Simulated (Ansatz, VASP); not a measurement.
## Eu: VASP beside Ansatz

The input INCAR:

```
ALGO = Normal ; EDIFF = 1E-7
ENCUT = 520 ; GGA = PE
ISIF = 2 ; ISMEAR = -1
ISPIN = 2 ; LASPH = True
LCHARG = False ; LMAXMIX = 6
LORBIT = 11 ; LREAL = False
LWAVE = False ; MAGMOM = 7
NBANDS = 18 ; NELM = 120
PREC = Accurate ; SIGMA = 0.05
```

File KPOINTS:

```
k-points
0
Gamma
  8 8 8
```

Contents of POSCAR:

```
Eu
1.0
   -2.3333061070      2.3333061070      2.3333061070
    2.3333061070     -2.3333061070      2.3333061070
    2.3333061070      2.3333061070     -2.3333061070
Eu
1
Direct
    0.0000000000      0.0000000000      0.0000000000
```

File input.yaml:

```yaml
crystal:
  lattice:
    - [-2.333306107, 2.333306107, 2.333306107]
    - [2.333306107, -2.333306107, 2.333306107]
    - [2.333306107, 2.333306107, -2.333306107]
  atoms:
    - { symbol: Eu, position: [0.0, 0.0, 0.0], spin: 7.0 }
hamiltonian:
  xc: pbe
  pseudopotentials: { kind: paw }
magnetization:
  spin_polarized: true
kpoints:
  mp_grid: { grid: [8, 8, 8] }
scf:
  occupations: { method: fermi_dirac, width: 0.05 }
output:
  forces: true
  stress: true
  eigenvalues: true
  write_density: true
  write_potential: true
  elf: true
  volumetric_format: npy
```

Change from the starting cell: volume scaled by 1.04.

Alike in both runs: task single point; functional PBE; k mesh 8 × 8 × 8; occupations fermi-dirac, width 0.05 eV; collinear spin, ferromagnetic start.

|  | VASP | Ansatz |
| --- | --- | --- |
| version | VASP 6.6.1 | Ansatz 0.2.0 |
| potentials or method | VASP PAW PBE potentials, release 64 (Eu) | Ansatz PAW |
| plane-wave cutoff (eV) | 520 | 420 |
| valence electrons in the cell | 17 | 17 |

Ansatz gave:

```
gap on the k mesh at the Fermi level (eV)                     : none
pressure (GPa)                                                : -1.9
net moment per atom (μB)                                      : 7.39
size of the moment on the site where the two differ most (μB) : 7.11
```

Problem. Estimate VASP's values.

Solution. gap on the k mesh at the Fermi level (eV): none; pressure (GPa): -2.1; net moment per atom (μB): 7.39; size of the moment on the site where the two differ most (μB): 6.71.

Site moments also hang on the region over which each program counts them. A gap of «none» marks a metal or a gap that the smearing closes.

Caveats: spin-orbit coupling is left out, which moves the levels of the heavy elements. The state reached can hang on the start; a lower one may exist.
